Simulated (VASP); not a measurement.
# GaSb (F-43m) in VASP: a series of runs

Aim: see how the results for GaSb move with the level of theory and the settings. Levels: revPBE+D3(BJ), PBE, PBE exchange alone, r2SCAN. Tasks: single point.

Program: VASP 6.6.1. These are calculated values, not measurements. Logs are shortened: lines on timing, memory, paths and dates and some standing lists are left out, and cuts for length are marked.

**Measured values to compare with.**

A printed reference work, data compilation reports, for a bulk crystal of GaSb at 4.2 K: band gap 0.811 eV (direct).

The results are compared with them further down.

## Step 1: The cell of the first run

Symmetry: F-43m, No. 216, cubic system. The conventional cell has a = 6.118 Å, b = 6.118 Å, c = 6.118 Å, α = 90.00°, β = 90.00°, γ = 90.00°. Within 3.5 Å of Sb (site symmetry -43m) lie 4 Ga at 2.65 Å. Within 3.5 Å of Ga (site symmetry -43m) lie 4 Sb at 2.65 Å.

## Step 2: Single point, revPBE+D3(BJ)

Contents of INCAR:

```
SYSTEM = GaSb
PREC = Accurate ; ENCUT = 520
EDIFF = 1E-7 ; ISMEAR = -1
SIGMA = 0.05 ; LREAL = .FALSE.
LASPH = .TRUE. ; NELM = 60
ALGO = Normal ; ISIF = 2
LWAVE = .FALSE. ; LCHARG = .FALSE.
GGA = RE ; IVDW = 12
NBANDS = 16
```

Contents of KPOINTS:

```
regular mesh
0
G
  8 8 8
  0 0 0
```

Contents of POSCAR:

```
GaSb
1.0
    0.0000000000      3.0590000000      3.0590000000
    3.0590000000      0.0000000000      3.0590000000
    3.0590000000      3.0590000000      0.0000000000
Sb Ga
1 1
Direct
    0.7500000000      0.7500000000      0.7500000000
    0.0000000000      0.0000000000      0.0000000000
```

Potentials or basis: VASP PAW PBE potentials, release 64 (Sb, Ga_d).

The run is started by

```bash
> cat potpaw_PBE.64/Sb/POTCAR potpaw_PBE.64/Ga_d/POTCAR > POTCAR
> mpirun -np 1 vasp_std > vasp.out
```

OUTCAR:

```text
SYSTEM = GaSb
   PREC = Accurate
   ENCUT = 520
   EDIFF = 1E-7
   ISMEAR = -1
   LREAL = .FALSE.
   LASPH = .TRUE.
   NELM = 60
   ISIF = 2
   GGA = RE
   IVDW = 12
 IVDW          = 12

 ion  position               nearest neighbor table
   1  0.750  0.750  0.750-   2 2.65   2 2.65   2 2.65   2 2.65
   2  0.000  0.000  0.000-   1 2.65   1 2.65   1 2.65   1 2.65

  LATTYP: Found a face centered cubic cell.
 ALAT       =     6.1180000000

  Lattice vectors:

 A1 = (   0.0000000000,   3.0590000000,   3.0590000000)
 A2 = (   3.0590000000,   0.0000000000,   3.0590000000)
 A3 = (   3.0590000000,   3.0590000000,   0.0000000000)

Analysis of symmetry for initial positions (statically):
=====================================================================
 Subroutine PRICEL returns:
 Original cell was already a primitive cell.

 Routine SETGRP: Setting up the symmetry group for a
 face centered cubic supercell.

 Subroutine GETGRP returns: Found 24 space group operations
 (whereof 24 operations were pure point group operations)
 out of a pool of 48 trial point group operations.

The static configuration has the point symmetry T_d .

Analysis of symmetry for dynamics (positions and initial velocities):
=====================================================================
 Subroutine PRICEL returns:
 Original cell was already a primitive cell.

 Routine SETGRP: Setting up the symmetry group for a
 face centered cubic supercell.

 Subroutine GETGRP returns: Found 24 space group operations
 (whereof 24 operations were pure point group operations)
 out of a pool of 48 trial point group operations.

The dynamic configuration has the point symmetry T_d .

 Subroutine INISYM returns: Found 24 space group operations
 (whereof 24 operations are pure point group operations),
 and found     1 'primitive' translations

----------------------------------------------------------------------------------------

                                     Primitive cell

  volume of cell :      57.2491

  direct lattice vectors                    reciprocal lattice vectors
     0.000000000  3.059000000  3.059000000    -0.163452109  0.163452109  0.163452109
     3.059000000  0.000000000  3.059000000     0.163452109 -0.163452109  0.163452109
     3.059000000  3.059000000  0.000000000     0.163452109  0.163452109 -0.163452109

  length of vectors
     4.326079287  4.326079287  4.326079287     0.283107357  0.283107357  0.283107357

  position of ions in fractional coordinates (direct lattice)
     0.750000000  0.750000000  0.750000000
     0.000000000  0.000000000  0.000000000

  ion indices of the primitive-cell ions
   primitive index   ion index
                 1           1
                 2           2

----------------------------------------------------------------------------------------

 KPOINTS: regular mesh

Automatic generation of k-mesh.
 Grid dimensions read from file:
 generate k-points for:    8    8    8

 Generating k-lattice:

  Cartesian coordinates                     Fractional coordinates (reciprocal lattice)
    -0.020431514  0.020431514  0.020431514     0.125000000  0.000000000  0.000000000
     0.020431514 -0.020431514  0.020431514     0.000000000  0.125000000  0.000000000
     0.020431514  0.020431514 -0.020431514     0.000000000  0.000000000  0.125000000

  Length of vectors
     0.035388420  0.035388420  0.035388420

  Shift w.r.t. Gamma in fractional coordinates (k-lattice)
     0.000000000  0.000000000  0.000000000

 Subroutine IBZKPT returns following result:
 ===========================================

 Found     29 irreducible k-points:

 Following reciprocal coordinates:
            Coordinates               Weight
  0.000000  0.000000  0.000000      1.000000
  0.125000  0.000000  0.000000      8.000000
  0.250000  0.000000  0.000000      8.000000
  0.375000  0.000000  0.000000      8.000000
  0.500000  0.000000  0.000000      4.000000
  0.125000  0.125000  0.000000      6.000000
[... 16 lines left out ...]
  0.500000  0.250000  0.125000     48.000000
 -0.375000  0.250000  0.125000     24.000000
 [... further k-points ...]
   k-points           NKPTS =     29   k-points in BZ     NKDIM =     29   number of bands    NBANDS=     16
   number of dos      NEDOS =    301   number of ions     NIONS =      2
   total plane-waves  NPLWV =  32768
   dimension x,y,z NGX =    32 NGY =   32 NGZ =   32
   dimension x,y,z NGXF=    64 NGYF=   64 NGZF=   64
   ions per type =               1   1
   NGX,Y,Z   is equivalent  to a cutoff of  12.30, 12.30, 12.30 a.u.
   NGXF,Y,Z  is equivalent  to a cutoff of  24.59, 24.59, 24.59 a.u.
 SYSTEM =  GaSb
   PREC   = accura    normal or accurate (medium, high low for compatibility)
   ISTART =      0    job   : 0-new  1-cont  2-samecut
   ICHARG =      2    charge: 1-file 2-atom 10-const
   ISPIN  =      1    spin polarized calculation?
   LNONCOLLINEAR =      F non collinear calculations
   LSORBIT =      F    spin-orbit coupling
   LASPH  =      T    aspherical Exc in radial PAW
   ENCUT  =  520.0 eV  38.22 Ry    6.18 a.u.   8.04  8.04  8.04*2*pi/ulx,y,z
   NELM   =     60;   NELMIN=  2; NELMDL= -5     # of ELM steps
   EDIFF  = 0.1E-06   stopping-criterion for ELM
   LREAL  =      F    real-space projection
   EDIFFG = 0.1E-05   stopping-criterion for IOM
   NSW    =      0    number of steps for IOM
   IBRION =     -1    ionic relax: 0-MD 1-quasi-New 2-CG
   NFREE  =      0    steps in history (QN), initial steepest desc. (CG)
   ISIF   =      2    stress and relaxation
   ISYM   =      2    0-nonsym 1-usesym 2-fastsym
   POTIM  = 0.5000    time-step for ionic-motion
   TEBEG  =    0.0;   TEEND  =   0.0 temperature during run
   PSTRESS=    0.0 pullay stress
   NELECT =      18.0000    total number of electrons
   NUPDOWN=      -1.0000    fix difference up-down
   EMIN   =  10.00;   EMAX   =-10.00  energy-range for DOS
   EFERMI =   0.00;   METHOD = LEGACY
   ISMEAR =    -1;   SIGMA  =   0.05  broadening in eV -4-tet -1-fermi 0-gaus
   EFERMI_NEDOS =   21; number of points for ismear=-14 and -15
   IALGO  =     38    algorithm
   IMIX   =      4    mixing-type and parameters
     AMIX     =   0.40;   BMIX     =  1.00
     AMIX_MAG =   1.60;   BMIX_MAG =  1.00
  volume/ion in A,a.u.               =      28.62       193.17
  Fermi-wavevector in a.u.,A,eV,Ry     =   1.113208  2.103657 16.860766  1.239231
  Thomas-Fermi vector in A             =   2.249790
   LORBIT       =      0    0 simple, 1 ext, 2 COOP (PROOUT), +10 PAW based schemes
   GGA     = RE    functional components
   LHFCALC =     F    Hartree Fock is set to
   AEXX    =    0.0000 exact exchange contribution
   IVDW    =    12    specifies the selected vdW correction
   LEPSILON=     F    determine dielectric tensor
   LRPA    =     F    only Hartree local field effects (RPA)
 non-spin polarized calculation
  energy-cutoff  :      520.00
  volume of cell :       57.25
 maximum number of plane-waves:      1572
   NGX = 17   NGY = 17   NGZ = 17

 number of electron      17.9999986 magnetization

 Free energy of the ion-electron system (eV)
  ---------------------------------------------------
  ext. energy  EPLUGINS =         0.00000000
  ---------------------------------------------------
  free energy    TOTEN  =        -6.75799243 eV

  energy without entropy =       -6.75758752  energy(sigma->0) =       -6.75778997

 E-fermi :   5.0425     XC(G=0):  -8.9663

 val. band max:        4.9501531986   @ k =   0.0000   0.0000   0.0000
 cond. band min:       5.0572278081   @ k =   0.0000   0.0000   0.0000
 fundamental gap:      0.1070746095
 Fermi energy:         5.0424685538

 k-point     1 :       0.0000    0.0000    0.0000
  band No.  band energies     occupation
      1     -10.0879      2.00000
      2     -10.0879      2.00000
      3     -10.0879      2.00000
      4     -10.0384      2.00000
      5     -10.0384      2.00000
      6      -6.5017      2.00000
[... 8 lines left out ...]
     15      13.5203      0.00000
     16      13.5203      0.00000

 k-point     2 :       0.1250    0.0000    0.0000
  band No.  band energies     occupation
      1     -10.0920      2.00000
      2     -10.0861      2.00000
      3     -10.0861      2.00000
      4     -10.0386      2.00000
      5     -10.0386      2.00000
      6      -6.3420      2.00000
[... 8 lines left out ...]
     15      12.7583      0.00000
     16      12.7583      0.00000

 k-point     3 :       0.2500    0.0000    0.0000
  band No.  band energies     occupation
      1     -10.1017      2.00000
      2     -10.0820      2.00000
      3     -10.0820      2.00000
      4     -10.0388      2.00000
      5     -10.0388      2.00000
      6      -5.8872      2.00000
[... 8 lines left out ...]
     15      12.5492      0.00000
     16      12.5492      0.00000

 k-point     4 :       0.3750    0.0000    0.0000
  band No.  band energies     occupation
      1     -10.1113      2.00000
      2     -10.0785      2.00000
      3     -10.0785      2.00000
      4     -10.0384      2.00000
      5     -10.0384      2.00000
      6      -5.2568      2.00000
[... 8 lines left out ...]
     15      13.5040      0.00000
     16      13.5040      0.00000

 k-point     5 :       0.5000    0.0000    0.0000
  band No.  band energies     occupation
      1     -10.1152      2.00000
      2     -10.0772      2.00000
      3     -10.0772      2.00000
      4     -10.0381      2.00000
      5     -10.0381      2.00000
      6      -4.8807      2.00000
[... 8 lines left out ...]
     15      14.8678      0.00000
     16      14.8678      0.00000

 k-point     6 :       0.1250    0.1250    0.0000
  band No.  band energies     occupation
      1     -10.0952      2.00000
      2     -10.0844      2.00000
      3     -10.0844      2.00000
      4     -10.0397      2.00000
      5     -10.0378      2.00000
      6      -6.2880      2.00000
[... 8 lines left out ...]
     15      11.9883      0.00000
     16      13.7203      0.00000

 k-point     7 :       0.2500    0.1250    0.0000
  band No.  band energies     occupation
      1     -10.1034      2.00000
      2     -10.0810      2.00000
      3     -10.0803      2.00000
      4     -10.0409      2.00000
      5     -10.0374      2.00000
      6      -5.9280      2.00000
[... 8 lines left out ...]
     15      13.0955      0.00000
     16      13.5261      0.00000

 k-point     8 :       0.3750    0.1250    0.0000
  band No.  band energies     occupation
      1     -10.1120      2.00000
      2     -10.0778      2.00000
      3     -10.0765      2.00000
      4     -10.0410      2.00000
      5     -10.0372      2.00000
      6      -5.3368      2.00000
[... 8 lines left out ...]
     15      13.4521      0.00000
     16      14.1787      0.00000

 k-point     9 :       0.5000    0.1250    0.0000
  band No.  band energies     occupation
      1     -10.1168      2.00000
      2     -10.0760      2.00000
      3     -10.0750      2.00000
      4     -10.0399      2.00000
      5     -10.0377      2.00000
      6      -4.8051      2.00000
[... 8 lines left out ...]
     15      14.7077      0.00000
     16      14.8815      0.00000
[... 172 lines left out ...]
 k-point    19 :       0.5000    0.3750    0.0000
  band No.  band energies     occupation
      1     -10.1294      2.00000
      2     -10.0661      2.00000
      3     -10.0652      2.00000
      4     -10.0484      2.00000
      5     -10.0351      2.00000
      6      -4.2489      2.00000
[... 8 lines left out ...]
     15      15.4460      0.00000
     16      15.7824      0.00000

 k-point    20 :      -0.3750    0.3750    0.0000
  band No.  band energies     occupation
      1     -10.1266      2.00000
      2     -10.0689      2.00000
      3     -10.0667      2.00000
      4     -10.0455      2.00000
      5     -10.0368      2.00000
      6      -4.1175      2.00000
[... 8 lines left out ...]
     15      13.7824      0.00000
     16      17.2066      0.00000

 k-point    21 :       0.5000    0.5000    0.0000
  band No.  band energies     occupation
      1     -10.1325      2.00000
      2     -10.0633      2.00000
      3     -10.0633      2.00000
      4     -10.0503      2.00000
      5     -10.0343      2.00000
      6      -4.0512      2.00000
[... 8 lines left out ...]
     15      15.8509      0.00000
     16      16.2650      0.00000

 k-point    22 :       0.3750    0.2500    0.1250
  band No.  band energies     occupation
      1     -10.1115      2.00000
      2     -10.0773      2.00000
      3     -10.0759      2.00000
      4     -10.0423      2.00000
      5     -10.0370      2.00000
      6      -5.4902      2.00000
[... 8 lines left out ...]
     15      14.1179      0.00000
     16      14.2821      0.00000

 k-point    23 :       0.5000    0.2500    0.1250
  band No.  band energies     occupation
      1     -10.1179      2.00000
      2     -10.0748      2.00000
      3     -10.0725      2.00000
      4     -10.0422      2.00000
      5     -10.0375      2.00000
      6      -4.8860      2.00000
[... 8 lines left out ...]
     15      13.7833      0.00000
     16      15.1898      0.00000

 k-point    24 :      -0.3750    0.2500    0.1250
  band No.  band energies     occupation
      1     -10.1203      2.00000
      2     -10.0742      2.00000
      3     -10.0712      2.00000
      4     -10.0414      2.00000
      5     -10.0382      2.00000
      6      -4.5271      2.00000
[... 8 lines left out ...]
     15      14.6835      0.00000
     16      15.1660      0.00000

 [... further k-points ...]

------------------------ aborting loop because EDIFF is reached ----------------------------------------

 Edisp (eV)   -1.25487

 E8    (eV) :    -0.9076

  FORCE on cell =-STRESS in cart. coord.  units (eV):
  Direction    XX          YY          ZZ          XY          YZ          ZX
  --------------------------------------------------------------------------------------
  -------------------------------------------------------------------------------------
  Total      -0.12807    -0.12807    -0.12807     0.00000     0.00000     0.00000
  in kB      -3.58409    -3.58409    -3.58409     0.00000     0.00000     0.00000
  external pressure =       -3.58 kB  Pullay stress =        0.00 kB

 VOLUME and BASIS-vectors are now :
 -----------------------------------------------------------------------------
  energy-cutoff  :      520.00
  volume of cell :       57.25
      direct lattice vectors                 reciprocal lattice vectors
     0.000000000  3.059000000  3.059000000    -0.163452109  0.163452109  0.163452109
     3.059000000  0.000000000  3.059000000     0.163452109 -0.163452109  0.163452109
     3.059000000  3.059000000  0.000000000     0.163452109  0.163452109 -0.163452109

 POSITION                                       TOTAL-FORCE (eV/Angst)
 -----------------------------------------------------------------------------------
      4.58850      4.58850      4.58850        -0.000000     -0.000000     -0.000000
      0.00000      0.00000      0.00000         0.000000      0.000000      0.000000
 -----------------------------------------------------------------------------------
    total drift:                               -0.000002     -0.000002     -0.000002

  FREE ENERGIE OF THE ION-ELECTRON SYSTEM (eV)
  ---------------------------------------------------
  free  energy   TOTEN  =        -8.0128590057 eV

  energy  without entropy=       -8.0124540993  energy(sigma->0) =       -8.01265655
```

It took 11 s on 1 thread of Intel Xeon Platinum 8559C (Emerald Rapids), shared host; peak memory 0.19 GiB.

What came out:

| Item | Value |
| --- | --- |
| Free energy | -8.0129 eV |
| Pressure | -0.4 GPa |
| Band gap on the k mesh | 0.11 eV, direct |
| Dispersion energy per atom | -0.627 eV |

Levels at points of the mesh, in eV from the valence-band top:
```
           k point  band 5  band 6  band 7  band 8  band 9  band 10  band 11  band 12  band 13  band 14
(0.00, 0.00, 0.00)  -14.99  -11.45    0.00    0.00    0.00     0.11     2.79     2.79     2.79     5.96
(0.50, 0.00, 0.00)  -14.99   -9.83   -6.34   -1.15   -1.15     0.46     3.76     3.76     6.59     9.47
(0.50, 0.50, 0.00)  -14.98   -9.00   -6.79   -2.57   -2.57     0.96     1.32     8.71     8.71    10.15
```

Caveat: the PAW data sets were made with another functional, which shifts forces and pressure a little; spin-orbit coupling is left out, which moves the levels of the heavy elements.

## Step 3: Single point, PBE

Contents of INCAR:

```
ALGO = Normal ; EDIFF = 1E-6
ENCUT = 520 ; GGA = PE
ISIF = 2 ; ISMEAR = -1
LASPH = True ; LCHARG = False
LREAL = False ; LWAVE = False
NBANDS = 16 ; NELM = 80
PREC = Accurate ; SIGMA = 0.05
```

Contents of KPOINTS:

```
k-points
0
Gamma
  4 4 4
```

POSCAR is that of step 2.

Potentials or basis: VASP PAW PBE potentials, release 64 (Sb, Ga_d).

The run is started by

```bash
> cat potpaw_PBE.64/Sb/POTCAR potpaw_PBE.64/Ga_d/POTCAR > POTCAR
> mpirun -np 1 vasp_std > vasp.out
```

It took 4.6 s on 1 thread of AMD EPYC 9R45 (Zen 5), shared host; peak memory 0.15 GiB.

Results (log left out):

```yaml
Free_energy: -7.1579 eV
Pressure: 3.0 GPa
```

Levels at points of the mesh, in eV from the Fermi level:
| k point | band 6 | band 7 | band 8 | band 9 | band 10 | band 11 | band 12 | band 13 |
| --- | --- | --- | --- | --- | --- | --- | --- | --- |
| (0.00, 0.00, 0.00) | -11.54 | -0.06 | -0.06 | -0.06 | -0.03 | 2.69 | 2.69 | 2.69 |
| (0.50, 0.00, 0.00) | -9.91 | -6.44 | -1.22 | -1.22 | 0.33 | 3.66 | 3.66 | 6.40 |
| (0.50, 0.50, 0.00) | -9.08 | -6.89 | -2.65 | -2.65 | 0.83 | 1.18 | 8.61 | 8.61 |

Caveat: the k points lie up to 0.44 Å⁻¹ apart; spin-orbit coupling is left out, which moves the levels of the heavy elements.

## Step 4: Single point, PBE exchange alone

This run uses another cell than the first one, of 36.32 Å³/atom, 1.269 times its volume.

Contents of INCAR:

```
SYSTEM = GaSb
AGGAC = 0.0
ALDAC = 0.0
ALGO = Normal
EDIFF = 1E-6
ENCUT = 520
GGA = PE
ISIF = 2
ISMEAR = -1
LASPH = .True.
LCHARG = .True.
LELF = .True.
LREAL = .False.
LVHAR = .True.
LWAVE = .False.
NBANDS = 16
NELM = 80
PREC = Accurate
SIGMA = 0.05
```

Contents of KPOINTS:

```
k-points
0
Gamma
  8 8 8
  0 0 0
```

Contents of POSCAR:

```
GaSb
1.0
    0.0000000000      3.3116803617      3.3116803617
    3.3116803617      0.0000000000      3.3116803617
    3.3116803617      3.3116803617      0.0000000000
Sb Ga
1 1
Direct
    0.7500000000      0.7500000000      0.7500000000
    0.0000000000      0.0000000000      0.0000000000
```

The run is started by

```bash
> cat potpaw_PBE.64/Sb/POTCAR potpaw_PBE.64/Ga_d/POTCAR > POTCAR
> mpirun -np 1 vasp_std > vasp.out
```

Run time: 18 s. Hardware: 1 thread of AMD EPYC 9R45 (Zen 5), shared host; peak memory 0.18 GiB.

The run converged. Its results:

```
Free energy            : -4.9730 eV
Pressure               : 0.1 GPa
Band gap on the k mesh : zero (band 9 reaches 4.13 eV, above the bottom of band 10 at 4.10 eV)
```

Levels at points of the mesh, in eV from the Fermi level:
| k point | band 7 | band 8 | band 9 | band 10 | band 11 | band 12 |
| --- | --- | --- | --- | --- | --- | --- |
| (0.00, 0.00, 0.00) | -1.54 | 0.04 | 0.04 | 0.04 | 2.82 | 2.82 |
| (0.50, 0.00, 0.00) | -5.40 | -0.78 | -0.78 | 0.01 | 3.73 | 3.73 |
| (0.50, 0.50, 0.00) | -5.89 | -1.81 | -1.81 | 1.08 | 1.71 | 7.18 |

Caveat: spin-orbit coupling is left out, which moves the levels of the heavy elements.

(Continued in part 2 of 2.)
